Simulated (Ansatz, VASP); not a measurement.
**One calculation of MgI2, two programs**

```
CELL_PARAMETERS angstrom
4.18464 0.00000 0.00000
-2.09232 3.62401 0.00000
0.00000 0.00000 7.76984
ATOMIC_POSITIONS crystal
Mg 0.00000 0.00000 0.00000
I 0.33333 0.66667 0.80507
I 0.66667 0.33333 0.19493
```

Alike in both runs: task single point; functional PBE; k mesh 6 × 6 × 4; occupations gaussian, width 0.05 eV; no spin polarisation.

```csv
,VASP,Ansatz
version,VASP 6.6.1,Ansatz 0.2.0
potentials or method,"VASP PAW PBE potentials, release 64 (Mg, I)","scalar-relativistic, plane waves, PAW"
plane-wave cutoff (eV),520,520
valence electrons in the cell,16,44
```

VASP gave:

| Quantity | Value |
| --- | --- |
| gap on the k mesh at the Fermi level (eV) | 3.76 |
| least direct gap on the mesh (eV) | 4.12 |
| pressure (GPa) | 2.7 |
| largest component of the traceless stress (GPa) | 0.97 |
| rms of the force components (eV/Å) | 0.427 |

Task: Which values does Ansatz return?

Result: gap on the k mesh at the Fermi level (eV): 3.78; least direct gap on the mesh (eV): 4.14; pressure (GPa): 2.8; largest component of the traceless stress (GPa): 0.96; rms of the force components (eV/Å): 0.431.

Atom by atom the forces differ by 0.004 eV/Å (rms over components). The two sets of potentials don't hold the same shells in valence.

Caveats: spin-orbit coupling is left out, which moves the levels of the heavy elements; this functional lacks dispersion, which binds the layers, so the pressure and a relaxed spacing across them are unreliable. A k mesh can miss the band edges.
